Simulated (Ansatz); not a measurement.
## AlAs (F-43m): one-shot GW input and result

Theory: Ansatz, G0W0@PBE, plasmon-pole screening, soft PAW set, first generation.

Input files:

```json
{
 "crystal": {"lattice": [[0.0, 2.8305, 2.8305], [2.8305, 0.0, 2.8305], [2.8305, 2.8305, 0.0]], "atoms": [{"symbol": "Al", "position": [0, 0, 0]}, {"symbol": "As", "position": [0.25, 0.25, 0.25]}]},
 "kpoints": {"mp_grid": {"grid": [8, 8, 8], "shift": [0, 0, 0]}},
 "hamiltonian": {"xc": "pbe", "pseudopotentials": {"kind": "paw"}},
 "scf": {"occupations": {"method": "fixed"}, "convergence": {"dr2_threshold": "1e-9 eV"}, "lower_state_search": "off"},
 "output": {"forces": false, "stress": false},
 "gw": {"n_empty_bands": 224, "ecut_chi": 113.3, "qp_bands": ["v1", "c1"], "qp_kpoints": [[0, 0, 0], [0, 0.5, 0.5], [0, 0, 0.5]], "ecutfock_ratio": 2}
}
```

The input is rewritten from the run's settings (development build, wave cutoff 420 eV).

Levels count from the highest filled Kohn-Sham level listed; ε_QP = ε_KS + Z(Σ − Vxc). VB is the top filled band, CB the lowest empty one. The wave cutoff came out at 420 eV.

| k | band | ε_KS (eV) | Σx − Vxc (eV) | Σc (eV) | Z | ε_QP (eV) |
| --- | --- | --- | --- | --- | --- | --- |
| Γ | VB | 0.00 | -1.75 | 0.93 | 0.78 | -0.64 |
| Γ | CB | 2.06 | 4.11 | -3.68 | 0.79 | 2.40 |
| L | VB | -0.82 | -2.11 | 1.22 | 0.78 | -1.52 |
| L | CB | 2.15 | 3.93 | -3.68 | 0.79 | 2.35 |
| X | VB | -2.16 | -2.71 | 1.69 | 0.77 | -2.95 |
| X | CB | 1.45 | 3.57 | -3.62 | 0.80 | 1.41 |

The gap (from Γ to X) opens from 1.45 eV to 2.05 eV.

Electronic (ion-clamped) dielectric constant on this mesh, from the head of the inverse dielectric matrix: 9.0.

Soft PAW datasets can miss an all-electron G0W0 gap by more than 5 %. Spin-orbit coupling is left out. Band sums or response are cut, so the gap isn't at its basis limit. The gap is read among the points solved; the crystal's band edges can lie elsewhere. Meshes this coarse can overestimate the dielectric constant by a tenth and more.
